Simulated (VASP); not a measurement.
## From an Ansatz input to VASP: BP (rocksalt)

Ansatz input

```yaml
crystal:
  lattice:
    - [0.0, 2.1554244785, 2.1554244785]
    - [2.1554244785, 0.0, 2.1554244785]
    - [2.1554244785, 2.1554244785, 0.0]
  atoms:
    - { symbol: B, position: [0.0, 0.0, 0.0] }
    - { symbol: P, position: [0.5, 0.5, 0.5] }
kpoints:
  mp_grid: { grid: [10, 10, 10] }
  band_path:
    path:
      - [0.0, 0.0, 0.0]
      - [0.5, 0.0, 0.5]
      - [0.5, 0.25, 0.75]
      - [0.375, 0.375, 0.75]
      - [0.5, 0.5, 0.5]
      - [0.625, 0.25, 0.625]
      - [0.1875, 0.1875, 0.375]
    npoints: 1
hamiltonian:
  xc: lda
scf:
  occupations: { method: fermi_dirac, width: 0.02 }
  n_extra_bands: 4
output:
  forces: true
  stress: true
  eigenvalues: true
```

Question: Write VASP inputs for this cell and level of theory.

Answer: 

INCAR

```
PREC = Accurate
GGA = CA
ENCUT = 520
LCHARG = .FALSE.
ISMEAR = -1
LASPH = .TRUE.
IBRION = -1
LREAL = .FALSE.
NBANDS = 11
LWAVE = .FALSE.
ISIF = 2
EDIFF = 1E-7
NSW = 0
NELM = 120
SIGMA = 0.02
```

KPOINTS

```
KPOINTS created by Atomic Simulation Environment
0
Gamma
10 10 10
0 0 0
```

KPOINTS_OPT

```
special points
7
Reciprocal
0.0000000000 0.0000000000 0.0000000000 1
0.5000000000 0.0000000000 0.5000000000 1
0.5000000000 0.2500000000 0.7500000000 1
0.3750000000 0.3750000000 0.7500000000 1
0.5000000000 0.5000000000 0.5000000000 1
0.6250000000 0.2500000000 0.6250000000 1
0.1875000000 0.1875000000 0.3750000000 1
```

POSCAR

```
B  P
 1.0000000000000000
    -0.0000000000000000    2.1554244784631185    2.1554244784631185
     2.1554244784631185   -0.0000000000000000    2.1554244784631185
     2.1554244784631185    2.1554244784631185   -0.0000000000000000
 B   P
   1   1
Cartesian
 -0.0000000000000000  0.0000000000000000  0.0000000000000000
  2.1554244784631185  2.1554244784631185  2.1554244784631185
```

VASP ran with the recommended LDA PAW datasets (8 valence electrons in the cell). Other inputs would serve too.

```
                                                      Ansatz                               VASP
gap between bands v and c  -3.98 eV (bands overlap: a metal)  -3.98 eV (bands overlap: a metal)
         least direct gap                            0.55 eV                            0.53 eV
                 pressure                           -6.2 GPa                           -6.2 GPa
```

The two codes use different PAW datasets and cutoffs. VASP's cell holds 8 valence electrons and Ansatz's 8. LDA means the Perdew–Zunger form with relativistic exchange in VASP and the Perdew–Wang form in Ansatz. Ansatz's stress includes a Pulay correction; VASP's doesn't.
